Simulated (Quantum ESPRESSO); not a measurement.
CdS (Hawleyite): zone-centre phonons under several settings

```
Cd S
1.0
     0.00000    2.91650    2.91650
     2.91650    0.00000    2.91650
     2.91650    2.91650    0.00000
Cd S
1 1
Direct
  0.00000 0.00000 0.00000
  0.75000 0.75000 0.75000
```

All runs used Quantum ESPRESSO 7.5; occupations smeared at first, fixed for the response.

```csv
level,potentials,k mesh (s: shifted),geometry,spin,cutoff (eV),volume (Å³/atom),pressure (GPa),lowest optical mode without the field (cm⁻¹),sum of the Born charges (e)
PBEsol,GBRV 1.5 PBEsol,4 × 4 × 4s,relaxed cell,no spin polarisation,612,24.82,0.0,232,-0.01
RPBE,JTH 2.0 PBE,4 × 4 × 4s,"given cell, atoms relaxed",no spin polarisation,490,24.81,?,?,?
LDA,GBRV 1.5 LDA,6 × 6 × 6,"given cell, atoms relaxed","collinear spin, ferromagnetic start",925,24.81,-2.3,229,-0.11
```

**Question.** What stands in the row left open?

**Answer.** Pressure 4.8 GPa; lowest optical mode without the field 236 cm⁻¹; sum of the Born charges 0.01 e.

Caveats: the potentials were made for another functional, which shifts forces and pressure (some runs); the cutoff is low for these files, which shifts pressure and relaxed volume (some runs); on a mesh that holds Γ this program's dielectric tensor can be off by some percent beyond the error of the mesh (some runs).

For the row left open. Caveat: the k mesh is coarse; the potentials were made for another functional, which shifts forces and pressure; the cutoff is low for these files, which shifts pressure and relaxed volume.
